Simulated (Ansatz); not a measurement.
# One structure type, several compounds

These are results of DFT, PBE, all-electron LAPW, scalar-relativistic (Ansatz 0.2.0), not measurements.

All compounds have space group P6_3/mmc with 2 atoms in the primitive cell. V0, B0 and B0′ come from third-order Birch–Murnaghan fits to pressures at five volumes, with shape and internal coordinates held; prototypes and MP cells needn't be known phases. Spin-polarised runs start from parallel moments; other orders may lie lower.

Where the f shell is localised, expect the real compound to differ from this run without U.

No spin–orbit coupling, which matters for the heavy atoms here.

Na: Na 2c (0.333 0.667 0.250); shape as in a = 3.75 Å, b = 3.75 Å, c = 6.09 Å, α = 90.00°, β = 90.00°, γ = 120.00°; hcp type, relaxed by us; 12×12×7 mesh, smearing 0.08 eV; no spin
Re: Re 2c (0.333 0.667 0.250); shape as in a = 2.77 Å, b = 2.77 Å, c = 4.49 Å, α = 90.00°, β = 90.00°, γ = 120.00°; hcp type, relaxed by us; 14×14×8 mesh, smearing 0.08 eV; no spin
Eu: Eu 2c (0.333 0.667 0.250); shape as in a = 3.92 Å, b = 3.92 Å, c = 6.29 Å, α = 90.00°, β = 90.00°, γ = 120.00°; hcp type, relaxed by us; 12×12×6 mesh, smearing 0.05 eV; polarised, ending at 15.1 μB

(1) Order the compounds by bulk modulus, lowest first.
A. Eu
B. Na
C. Re

Answers

(1) B (8 GPa), A (15 GPa), C (363 GPa).
